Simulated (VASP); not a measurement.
# AgI (F-43m) in VASP: a series of runs

Aim: see how the results for AgI move with the level of theory and the settings. Levels: HSE06, PBE, PBE-based screened hybrid. Tasks: single point.

All numbers are computed with VASP 6.6.1; they aren't measurements. Logs are shortened: lines on timing, memory, paths and dates and some standing lists are left out, and cuts for length are marked.

## 1. Starting point

Symmetry: F-43m, No. 216, cubic system. Conventional cell: a = 6.577 Å, b = 6.577 Å, c = 6.577 Å, α = 90.00°, β = 90.00°, γ = 90.00°. Around Ag (site symmetry -43m) lie 4 I at 2.85 Å. I (site symmetry -43m) is surrounded by 4 Ag at 2.85 Å.

The cell was built by a generator and needn't be a form met in nature.

## 2. Single point, HSE06

Input file POSCAR:

```
AgI
1.0
    0.0000000000      3.2885749210      3.2885749210
    3.2885749210      0.0000000000      3.2885749210
    3.2885749210      3.2885749210      0.0000000000
Ag I
1 1
Direct
    0.0000000000      0.0000000000      0.0000000000
    0.2500000000      0.2500000000      0.2500000000
```

Input file INCAR.step1:

```
SYSTEM = AgI
PREC = Accurate
ENCUT = 520
EDIFF = 1E-5
ISMEAR = 0
SIGMA = 0.01
LREAL = .FALSE.
LASPH = .TRUE.
NELM = 100
ALGO = Normal
ISIF = 2
LWAVE = .TRUE.
LCHARG = .FALSE.
NBANDS = 16
GGA = PE
```

Input file INCAR.step2:

```
SYSTEM = AgI
PREC = Accurate
ENCUT = 520
EDIFF = 1E-6
ISMEAR = 0
SIGMA = 0.01
LREAL = .FALSE.
LASPH = .TRUE.
NELM = 100
ALGO = Normal
ISIF = 2
LWAVE = .FALSE.
LCHARG = .FALSE.
GGA = PE
LHFCALC = .TRUE.
HFSCREEN = 0.2079
PRECFOCK = Normal
NBANDS = 16
ISTART = 1
```

Input file KPOINTS:

```
Automatic mesh
0
G
  4 4 4
  0 0 0
```

Potentials or basis: VASP PAW PBE potentials, release 64 (Ag, I).

Command:

```
> cat potpaw_PBE.64/Ag/POTCAR potpaw_PBE.64/I/POTCAR > POTCAR
> cp INCAR.step1 INCAR
> mpirun -np 1 vasp_std > vasp.out
> cp INCAR.step2 INCAR
> mpirun -np 1 vasp_std > vasp.out
```

OUTCAR:

```text
SYSTEM = AgI
   PREC = Accurate
   ENCUT = 520
   EDIFF = 1E-6
   ISMEAR = 0
   LREAL = .FALSE.
   LASPH = .TRUE.
   NELM = 100
   ISIF = 2
   GGA = PE
   LHFCALC = .TRUE.
   HFSCREEN = 0.2079
   PRECFOCK = Normal
   ISTART = 1

 ion  position               nearest neighbor table
   1  0.000  0.000  0.000-   2 2.85   2 2.85   2 2.85   2 2.85
   2  0.250  0.250  0.250-   1 2.85   1 2.85   1 2.85   1 2.85

  LATTYP: Found a face centered cubic cell.
 ALAT       =     6.5771498420

  Lattice vectors:

 A1 = (   0.0000000000,   3.2885749210,   3.2885749210)
 A2 = (   3.2885749210,   0.0000000000,   3.2885749210)
 A3 = (   3.2885749210,   3.2885749210,   0.0000000000)

Analysis of symmetry for initial positions (statically):
=====================================================================
 Subroutine PRICEL returns:
 Original cell was already a primitive cell.

 Routine SETGRP: Setting up the symmetry group for a
 face centered cubic supercell.

 Subroutine GETGRP returns: Found 24 space group operations
 (whereof 24 operations were pure point group operations)
 out of a pool of 48 trial point group operations.

The static configuration has the point symmetry T_d .

Analysis of symmetry for dynamics (positions and initial velocities):
=====================================================================
 Subroutine PRICEL returns:
 Original cell was already a primitive cell.

 Routine SETGRP: Setting up the symmetry group for a
 face centered cubic supercell.

 Subroutine GETGRP returns: Found 24 space group operations
 (whereof 24 operations were pure point group operations)
 out of a pool of 48 trial point group operations.

The dynamic configuration has the point symmetry T_d .

 Subroutine INISYM returns: Found 24 space group operations
 (whereof 24 operations are pure point group operations),
 and found     1 'primitive' translations

----------------------------------------------------------------------------------------

                                     Primitive cell

  volume of cell :      71.1301

  direct lattice vectors                    reciprocal lattice vectors
     0.000000000  3.288574921  3.288574921    -0.152041541  0.152041541  0.152041541
     3.288574921  0.000000000  3.288574921     0.152041541 -0.152041541  0.152041541
     3.288574921  3.288574921  0.000000000     0.152041541  0.152041541 -0.152041541

  length of vectors
     4.650747254  4.650747254  4.650747254     0.263343675  0.263343675  0.263343675

  position of ions in fractional coordinates (direct lattice)
     0.000000000  0.000000000  0.000000000
     0.250000000  0.250000000  0.250000000

  ion indices of the primitive-cell ions
   primitive index   ion index
                 1           1
                 2           2

----------------------------------------------------------------------------------------

 KPOINTS: Automatic mesh

Automatic generation of k-mesh.
 Grid dimensions read from file:
 generate k-points for:    4    4    4

 Generating k-lattice:

  Cartesian coordinates                     Fractional coordinates (reciprocal lattice)
    -0.038010385  0.038010385  0.038010385     0.250000000  0.000000000  0.000000000
     0.038010385 -0.038010385  0.038010385     0.000000000  0.250000000  0.000000000
     0.038010385  0.038010385 -0.038010385     0.000000000  0.000000000  0.250000000

  Length of vectors
     0.065835919  0.065835919  0.065835919

  Shift w.r.t. Gamma in fractional coordinates (k-lattice)
     0.000000000  0.000000000  0.000000000

 Subroutine IBZKPT returns following result:
 ===========================================

 Found      8 irreducible k-points:

 Following reciprocal coordinates:
            Coordinates               Weight
  0.000000  0.000000  0.000000      1.000000
  0.250000  0.000000  0.000000      8.000000
  0.500000  0.000000  0.000000      4.000000
  0.250000  0.250000  0.000000      6.000000
  0.500000  0.250000  0.000000     24.000000
 -0.250000  0.250000  0.000000     12.000000
  0.500000  0.500000  0.000000      3.000000
 -0.250000  0.500000  0.250000      6.000000
   k-points           NKPTS =      8   k-points in BZ     NKDIM =     64   number of bands    NBANDS=     16
   number of dos      NEDOS =    301   number of ions     NIONS =      2
   total plane-waves  NPLWV =  46656
   dimension x,y,z NGX =    36 NGY =   36 NGZ =   36
   dimension x,y,z NGXF=    72 NGYF=   72 NGZF=   72
   ions per type =               1   1
   NGX,Y,Z   is equivalent  to a cutoff of  12.87, 12.87, 12.87 a.u.
   NGXF,Y,Z  is equivalent  to a cutoff of  25.74, 25.74, 25.74 a.u.
 SYSTEM =  AgI
   PREC   = accura    normal or accurate (medium, high low for compatibility)
   ISTART =      1    job   : 0-new  1-cont  2-samecut
   ICHARG =      0    charge: 1-file 2-atom 10-const
   ISPIN  =      1    spin polarized calculation?
   LNONCOLLINEAR =      F non collinear calculations
   LSORBIT =      F    spin-orbit coupling
   LASPH  =      T    aspherical Exc in radial PAW
   ENCUT  =  520.0 eV  38.22 Ry    6.18 a.u.   8.65  8.65  8.65*2*pi/ulx,y,z
   NELM   =    100;   NELMIN=  2; NELMDL=  0     # of ELM steps
   EDIFF  = 0.1E-05   stopping-criterion for ELM
   LREAL  =      F    real-space projection
   EDIFFG = 0.1E-04   stopping-criterion for IOM
   NSW    =      0    number of steps for IOM
   IBRION =     -1    ionic relax: 0-MD 1-quasi-New 2-CG
   NFREE  =      0    steps in history (QN), initial steepest desc. (CG)
   ISIF   =      2    stress and relaxation
   ISYM   =      3    0-nonsym 1-usesym 2-fastsym
   POTIM  = 0.5000    time-step for ionic-motion
   TEBEG  =    0.0;   TEEND  =   0.0 temperature during run
   PSTRESS=    0.0 pullay stress
   NELECT =      18.0000    total number of electrons
   NUPDOWN=      -1.0000    fix difference up-down
   EMIN   =  10.00;   EMAX   =-10.00  energy-range for DOS
   EFERMI =   0.00;   METHOD = LEGACY
   ISMEAR =     0;   SIGMA  =   0.01  broadening in eV -4-tet -1-fermi 0-gaus
   EFERMI_NEDOS =   21; number of points for ismear=-14 and -15
   IALGO  =     38    algorithm
   IMIX   =      1    mixing-type and parameters
     AMIX     =   0.40;   BMIX     =  1.00
     AMIX_MAG =   1.60;   BMIX_MAG =  1.00
  volume/ion in A,a.u.               =      35.57       240.00
  Fermi-wavevector in a.u.,A,eV,Ry     =   1.035495  1.956801 14.588840  1.072250
  Thomas-Fermi vector in A             =   2.169841
   LORBIT       =      0    0 simple, 1 ext, 2 COOP (PROOUT), +10 PAW based schemes
   GGA     = PE    functional components
   LHFCALC =     T    Hartree Fock is set to
   PRECFOCK=normal    Normal, Fast or Accurate (Low or Medium for compatibility)
   ENCUT4O =  -1.0   cutoff for four orbital integrals eV
   NKREDX  =     1    reduce k-point grid by
   NKREDY  =     1    reduce k-point grid by
   NKREDZ  =     1    reduce k-point grid by
   AEXX    =    0.2500 exact exchange contribution
   HFSCREEN=    0.2079 screening length (either q_TF or 0.3 A-1)
   HFSCREENC=   0.2079 screening length for correlation (either q_TF or 0.3 A-1)
   ENCUTFOCK=  -1.0 apply spherical cutoff to Coloumb kernel
   IVDW    =     0    specifies the selected vdW correction
   LEPSILON=     F    determine dielectric tensor
   LRPA    =     F    only Hartree local field effects (RPA)
 non-spin polarized calculation
 Gauss-broadening in eV      SIGMA  =   0.01
  energy-cutoff  :      520.00
  volume of cell :       71.13
 maximum number of plane-waves:      1924
 NGX is ok and might be reduce to    36
  NGX = 28; NGY = 28; NGZ = 28

 number of electron      18.0000002 magnetization

 Free energy of the ion-electron system (eV)
  ---------------------------------------------------
  ext. energy  EPLUGINS =         0.00000000
  ---------------------------------------------------
  free energy    TOTEN  =        -5.72464434 eV

  energy without entropy =       -5.72464434  energy(sigma->0) =       -5.72464434

 E-fermi :   2.0733     XC(G=0):  -6.8782

 val. band max:        1.9700202234   @ k =   0.0000   0.0000   0.0000
 cond. band min:       4.4524368228   @ k =   0.0000   0.0000   0.0000
 fundamental gap:      2.4824165994
 Fermi energy:         2.0733313767

 k-point     1 :       0.0000    0.0000    0.0000
  band No.  band energies     occupation
      1     -11.5048      2.00000
      2      -2.6167      2.00000
      3      -2.6167      2.00000
      4      -2.6167      2.00000
      5      -1.6041      2.00000
      6      -1.6041      2.00000
      7       1.9700      2.00000
      8       1.9700      2.00000
      9       1.9700      2.00000
     10       4.4524      0.00000
     11       8.9652      0.00000
     12       8.9652      0.00000
     13       8.9652      0.00000
     14      12.2225      0.00000
     15      13.2314      0.00000
     16      13.2314      0.00000

 k-point     2 :       0.2500    0.0000    0.0000
  band No.  band energies     occupation
      1     -11.3620      2.00000
      2      -2.5301      2.00000
      3      -2.5234      2.00000
      4      -2.5234      2.00000
      5      -1.6069      2.00000
      6      -1.6069      2.00000
      7       0.1873      2.00000
      8       1.6070      2.00000
      9       1.6070      2.00000
     10       5.7309      0.00000
     11       8.8328      0.00000
     12       9.4194      0.00000
     13       9.4194      0.00000
     14      12.4127      0.00000
     15      12.4127      0.00000
     16      12.5943      0.00000

 k-point     3 :       0.5000    0.0000    0.0000
  band No.  band energies     occupation
      1     -11.2114      2.00000
      2      -2.4389      2.00000
      3      -2.4388      2.00000
      4      -2.0021      2.00000
      5      -1.5799      2.00000
      6      -1.5799      2.00000
      7      -1.4706      2.00000
      8       1.2565      2.00000
      9       1.2565      2.00000
     10       5.9256      0.00000
     11       9.4088      0.00000
     12       9.4088      0.00000
     13      10.2865      0.00000
     14      12.4196      0.00000
     15      14.1261      0.00000
     16      14.1261      0.00000

 k-point     4 :       0.2500    0.2500    0.0000
  band No.  band energies     occupation
      1     -11.3148      2.00000
      2      -2.6532      2.00000
      3      -2.4110      2.00000
      4      -2.4110      2.00000
      5      -1.6551      2.00000
      6      -1.5668      2.00000
      7       0.4233      2.00000
      8       1.0613      2.00000
      9       1.0613      2.00000
     10       6.4685      0.00000
     11       7.4812      0.00000
     12      10.4210      0.00000
     13      10.4210      0.00000
     14      10.5257      0.00000
     15      13.5585      0.00000
     16      15.4048      0.00000

 k-point     5 :       0.5000    0.2500    0.0000
  band No.  band energies     occupation
      1     -11.1645      2.00000
      2      -2.5003      2.00000
      3      -2.2865      2.00000
      4      -2.0802      2.00000
      5      -1.5658      2.00000
      6      -1.5336      2.00000
      7      -1.0378      2.00000
      8       0.3852      2.00000
      9       0.7236      2.00000
     10       6.9907      0.00000
     11       8.1926      0.00000
     12       9.8880      0.00000
     13      10.6766      0.00000
     14      12.5252      0.00000
     15      14.2635      0.00000
     16      15.0082      0.00000

 k-point     6 :      -0.2500    0.2500    0.0000
  band No.  band energies     occupation
      1     -11.2143      2.00000
      2      -2.4315      2.00000
      3      -2.4046      2.00000
      4      -2.2365      2.00000
      5      -1.6290      2.00000
      6      -1.5770      2.00000
      7      -0.6412      2.00000
      8       0.3209      2.00000
      9       1.2600      2.00000
     10       6.9988      0.00000
     11       8.8265      0.00000
     12       9.1704      0.00000
     13      10.0137      0.00000
     14      12.0408      0.00000
     15      13.6989      0.00000
     16      15.0297      0.00000

 k-point     7 :       0.5000    0.5000    0.0000
  band No.  band energies     occupation
      1     -11.1151      2.00000
      2      -2.6208      2.00000
      3      -2.1000      2.00000
      4      -2.1000      2.00000
      5      -1.5290      2.00000
      6      -1.4792      2.00000
      7      -0.8488      2.00000
      8       0.1834      2.00000
      9       0.1835      2.00000
     10       6.6637      0.00000
     11       7.0006      0.00000
     12      11.6273      0.00000
     13      12.9336      0.00000
     14      12.9337      0.00000
     15      14.0300      0.00000
     16      15.0709      0.00000

 k-point     8 :      -0.2500    0.5000    0.2500
  band No.  band energies     occupation
      1     -11.1145      2.00000
      2      -2.4469      2.00000
      3      -2.1261      2.00000
      4      -1.9975      2.00000
      5      -1.6676      2.00000
      6      -1.3175      2.00000
      7      -1.1659      2.00000
      8      -0.1049      2.00000
      9       0.2413      2.00000
     10       7.9873      0.00000
     11       8.2523      0.00000
     12       9.5886      0.00000
     13      10.1459      0.00000
     14      13.2945      0.00000
     15      14.8262      0.00000
     16      14.9394      0.00000

------------------------ aborting loop because EDIFF is reached ----------------------------------------

  FORCE on cell =-STRESS in cart. coord.  units (eV):
  Direction    XX          YY          ZZ          XY          YZ          ZX
  --------------------------------------------------------------------------------------
  -------------------------------------------------------------------------------------
  Total        0.2305903      0.2305903      0.2305903     -0.0000000     -0.0000000      0.0000000
  in kB        5.1939584      5.1939584      5.1939584     -0.0000000     -0.0000000      0.0000000
  external PRESSURE =       5.1939584 kB  Pullay stress =       0.0000000 kB

 VOLUME and BASIS-vectors are now :
 -----------------------------------------------------------------------------
  energy-cutoff  :      520.00
  volume of cell :       71.13
      direct lattice vectors                 reciprocal lattice vectors
     0.000000000  3.288574921  3.288574921    -0.152041541  0.152041541  0.152041541
     3.288574921  0.000000000  3.288574921     0.152041541 -0.152041541  0.152041541
     3.288574921  3.288574921  0.000000000     0.152041541  0.152041541 -0.152041541

 POSITION                                       TOTAL-FORCE (eV/Angst)
 -----------------------------------------------------------------------------------
      0.00000      0.00000      0.00000        -0.000000      0.000000     -0.000000
      1.64429      1.64429      1.64429         0.000000     -0.000000      0.000000
 -----------------------------------------------------------------------------------
    total drift:                               -0.000081     -0.000051     -0.000009

  FREE ENERGIE OF THE ION-ELECTRON SYSTEM (eV)
  ---------------------------------------------------
  free  energy   TOTEN  =        -5.7246443420 eV

  energy  without entropy=       -5.7246443420  energy(sigma->0) =       -5.72464434
```

Run time: 10 min. Hardware: 1 thread of Intel Xeon Platinum 8488C (Sapphire Rapids), shared host; peak memory 0.32 GiB.

Results:

| Quantity | Value |
| --- | --- |
| Free energy | -5.7246 eV |
| Pressure | 0.5 GPa |
| Band gap on the k mesh | 2.48 eV, direct |

Levels at points of the mesh, in eV from the valence-band top:
```csv
k point,band 5,band 6,band 7,band 8,band 9,band 10,band 11,band 12,band 13,band 14
"(0.00, 0.00, 0.00)",-3.57,-3.57,0.00,0.00,0.00,2.48,7.00,7.00,7.00,10.25
"(0.50, 0.00, 0.00)",-3.55,-3.55,-3.44,-0.71,-0.71,3.96,7.44,7.44,8.32,10.45
"(0.50, 0.50, 0.00)",-3.50,-3.45,-2.82,-1.79,-1.79,4.69,5.03,9.66,10.96,10.96
```

Caveat: the PAW data sets were made with another functional, which shifts forces and pressure a little; spin-orbit coupling is left out, which moves the levels of the heavy elements.

## 3. Single point, PBE

Input file INCAR:

```
ALGO = Normal
EDIFF = 1E-7
ENCUT = 520
GGA = PE
ISIF = 2
ISMEAR = 0
LASPH = True
LCHARG = False
LREAL = False
LWAVE = False
NBANDS = 16
NELM = 100
PREC = Accurate
SIGMA = 0.01
```

Input file KPOINTS:

```
k-points
0
Gamma
  4 4 4
```

POSCAR is that of step 2.

Potentials or basis: VASP PAW PBE potentials, release 64 (Ag, I).

Command:

```
> cat potpaw_PBE.64/Ag/POTCAR potpaw_PBE.64/I/POTCAR > POTCAR
> mpirun -np 1 vasp_std > vasp.out
```

Wall time 13 s (1 thread of Intel Xeon Platinum 8488C (Sapphire Rapids), shared host); peak memory 0.2 GiB.

The run converged. Its results:

```
Free energy            : -4.7725 eV
Pressure               : 0.7 GPa
Band gap on the k mesh : 1.34 eV, direct
```

Levels at points of the mesh, in eV from the valence-band top:
| k point | band 6 | band 7 | band 8 | band 9 | band 10 | band 11 | band 12 | band 13 |
| --- | --- | --- | --- | --- | --- | --- | --- | --- |
| (0.00, 0.00, 0.00) | -2.92 | 0.00 | 0.00 | 0.00 | 1.34 | 5.81 | 5.81 | 5.81 |
| (0.50, 0.00, 0.00) | -2.89 | -2.79 | -0.67 | -0.67 | 2.78 | 6.27 | 6.27 | 7.15 |
| (0.50, 0.50, 0.00) | -2.81 | -2.47 | -1.66 | -1.66 | 3.72 | 3.85 | 8.38 | 9.51 |

Caveat: spin-orbit coupling is left out, which moves the levels of the heavy elements.

## 4. Single point, PBE-based screened hybrid

POSCAR is that of step 3.

Input file INCAR.step1:

```
SYSTEM = AgI
PREC = Accurate ; ENCUT = 520
EDIFF = 1E-5 ; ISMEAR = 0
SIGMA = 0.01 ; LREAL = .FALSE.
LASPH = .TRUE. ; NELM = 100
ALGO = Normal ; ISIF = 2
LWAVE = .TRUE. ; LCHARG = .FALSE.
GGA = PE ; NBANDS = 16
```

Input file INCAR.step2:

```
SYSTEM = AgI
PREC = Accurate ; ENCUT = 520
EDIFF = 1E-6 ; ISMEAR = 0
SIGMA = 0.01 ; LREAL = .FALSE.
LASPH = .TRUE. ; NELM = 100
ALGO = Normal ; ISIF = 2
LWAVE = .FALSE. ; LCHARG = .FALSE.
GGA = PE ; LHFCALC = .TRUE.
AEXX = 0.2 ; HFSCREEN = 0.1
PRECFOCK = Normal ; ISTART = 1
NBANDS = 16
```

Input file KPOINTS:

```
Automatic mesh
0
G
  4 4 4
  0 0 0
```

Command:

```
> cat potpaw_PBE.64/Ag/POTCAR potpaw_PBE.64/I/POTCAR > POTCAR
> cp INCAR.step1 INCAR
> mpirun -np 1 vasp_std > vasp.out
> cp INCAR.step2 INCAR
> mpirun -np 1 vasp_std > vasp.out
```

Run time: 11 min. Hardware: 1 thread of Intel Xeon Platinum 8488C (Sapphire Rapids), shared host; peak memory 0.32 GiB.

Results (log left out):

```yaml
Free_energy: -5.7353 eV
Pressure: 0.5 GPa
Band_gap_on_the_k_mesh: 2.51 eV, direct
```

Levels at points of the mesh, in eV from the valence-band top:
```csv
k point,band 5,band 6,band 7,band 8,band 9,band 10,band 11,band 12,band 13,band 14
"(0.00, 0.00, 0.00)",-3.47,-3.47,0.00,0.00,0.00,2.51,7.03,7.03,7.03,10.26
"(0.50, 0.00, 0.00)",-3.45,-3.45,-3.34,-0.71,-0.71,3.99,7.48,7.48,8.37,10.48
"(0.50, 0.50, 0.00)",-3.39,-3.35,-2.78,-1.78,-1.78,4.76,5.07,9.69,10.97,10.97
```

Caveat: the PAW data sets were made with another functional, which shifts forces and pressure a little; spin-orbit coupling is left out, which moves the levels of the heavy elements.

## 5. The runs side by side

| level | exchange at q = 0 | grid for exact exchange (PRECFOCK) | screening parameter | share of exact exchange | gap on the mesh (eV) | pressure (GPa) |
| --- | --- | --- | --- | --- | --- | --- |
| HSE06 | truncated | Normal | 0.2079 1/A | - | 2.48 | 0.5 |
| PBE | - | - | - | - | 1.34 | 0.7 |
| PBE-based screened hybrid | truncated | Normal | 0.1 | 0.2 | 2.51 | 0.5 |

Alike in all rows: task single point; potentials or basis VASP PAW PBE potentials, release 64 (Ag, I); no spin polarisation; cell as given; k mesh 4 × 4 × 4; cutoff (eV) 520; smearing gaussian 0.01 eV.

On the cell as given the gap runs from 1.34 eV (PBE) to 2.51 eV (PBE-based screened hybrid).

Caveats: spin-orbit coupling is left out, which moves the levels of the heavy elements; the PAW data sets were made with another functional, which shifts forces and pressure a little (some runs).

Absolute energies hang on the potentials; compare differences alone.
